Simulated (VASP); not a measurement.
Here is a VASP 6.6.1 calculation.

The input INCAR:

```
SYSTEM = KMgF3
  PREC = Accurate
  ENCUT = 600
  EDIFF = 1E-6
  ISMEAR = 0
  SIGMA = 0.03
  LREAL = .FALSE.
  LASPH = .TRUE.
  NELM = 80
  ALGO = Normal
  ISIF = 3
  LWAVE = .FALSE.
  LCHARG = .FALSE.
  GGA = PE
  IVDW = 12
  IBRION = 2
  NSW = 90
  EDIFFG = -0.01
```

KPOINTS

```
regular mesh
0
G
  8 8 8
  0 0 0
```

POSCAR

```
KMgF3
1.0
    3.9859000000      0.0000000000      0.0000000000
    0.0000000000      3.9859000000      0.0000000000
    0.0000000000      0.0000000000      3.9859000000
K Mg F
1 1 3
Direct
    0.5000000000      0.5000000000      0.5000000000
    0.0000000000      0.0000000000      0.0000000000
    0.5000000000      0.0000000000      0.0000000000
    0.0000000000      0.5000000000      0.0000000000
    0.0000000000      0.0000000000      0.5000000000
```

Potentials or basis: VASP PAW PBE potentials, release 64 (K_sv, Mg, F).

Launch:

```bash
$ cat potpaw_PBE.64/K_sv/POTCAR potpaw_PBE.64/Mg/POTCAR potpaw_PBE.64/F/POTCAR > POTCAR
$ mpirun -np 1 vasp_std > vasp.out
```

Predict the dispersion energy per atom.

-0.164 eV.

Predict the relaxed cell.

a = 4.007 Å, b = 4.007 Å, c = 4.007 Å, α = 90.00°, β = 90.00°, γ = 90.00°.

Estimate the space group after relaxing (to 0.05 Å).

Pm-3m (No. 221).

Step by step:
| step | energy change (eV) | largest force (eV/Å) | pressure (GPa) | volume (Å³) |
| --- | --- | --- | --- | --- |
| 1 | 0.0000 | 0.0000 | 1.18 | 63.33 |
| 2 | -0.0035 | 0.0000 | 0.16 | 64.18 |
| 3 | -0.0036 | 0.0000 | 0.00 | 64.33 |

Zero-point motion and thermal expansion aren't in these numbers.
